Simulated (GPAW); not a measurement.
Crystal: Cl.

```
Cl
1.0
     3.14500   -2.25000    0.00000
     3.14500    2.25000    0.00000
     0.00000    0.00000    8.21000
Cl
4
Direct
  0.37000 0.63000 0.40000
  0.13000 0.87000 0.90000
  0.63000 0.37000 0.60000
  0.87000 0.13000 0.10000
```

Program: GPAW 26.7.0. Alike in all runs: no spin polarisation; cell as given; cutoff (eV) 600; smearing fermi-dirac 0.05 eV.

Order these runs on this cell by their band gap on the k mesh, lowest first.
A. level PBEsol; potentials or basis PAW data sets generated in the run's folder for this functional, pw; k mesh 7 × 7 × 4
B. level r2SCAN; potentials or basis GPAW PAW data sets (gpaw-data 1.2.1), pw; k mesh 5 × 5 × 3; band path GXSRAZGYX1A1TY,ZT; band points 60
C. level TB-mBJ; potentials or basis GPAW PAW data sets for LDA (gpaw-data 1.2.1), pw; k mesh 6 × 6 × 4

A (2.43 eV), B (2.87 eV), C (3.81 eV).

Caveats: an odd mesh through Γ misses points on the zone boundary, where band edges often lie (some runs); a model potential gives levels but no total energy (some runs).

Not every run made on this cell is shown here.
